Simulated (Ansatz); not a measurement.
CdS (started from an entry of an open crystallographic database), relaxed with r2SCAN in Ansatz: it is cubic, F-43m (No. 216); conventional cell a = 5.878 Å, 25.39 Å³ an atom. Cd has 4 S at 2.55 Å; S has 4 Cd at 2.55 Å. The cell was then strained (x, y and z are the cube axes), with the atoms relaxed again; stress is positive in compression. No spin polarisation and no zero-point or thermal motion.

- Uniaxial +1.14 % along z, other directions held: r2SCAN's stress changes by -0.82 GPa along the strain and -0.60 GPa across it.
- Isotropic -0.92 % on every length: the pressure changes by +1.78 GPa, and the HSE06 gap (Γ) goes from 2.106 to 2.175 eV.

(1) Estimate C₁₁, C₁₂ and the bulk modulus from the uniaxial step.

(2) What bulk modulus does the isotropic step give?

(3) Give the volume deformation potential of that gap and its pressure coefficient.

Answers

(1) With compression positive, C₁₁ ≈ −Δσ∥/ε = (+0.82)/(+0.0114) = 72 GPa and C₁₂ ≈ (+0.60)/(+0.0114) = 53 GPa; B = (C₁₁ + 2C₁₂)/3 = 59 GPa. A one-sided step carries third-order terms: it reads low by some per cent.

(2) Δ ln V = 3 ln(0.9908) = -0.0277, so B ≈ −ΔP/Δ ln V = 64 GPa, against 59 GPa from C₁₁ and C₁₂; one-sided steps of finite size carry third-order terms.

(3) a_V = ΔE_g/Δ ln V = (+0.069)/(-0.0277) = -2.49 eV; dE_g/dP = −a_V/B = +39 meV/GPa, with HSE06's gap and r2SCAN's modulus.

The runs are scalar-relativistic, without spin-orbit coupling.

The meshes of the hybrids are coarse, so their gaps aren't converged to the digits shown.
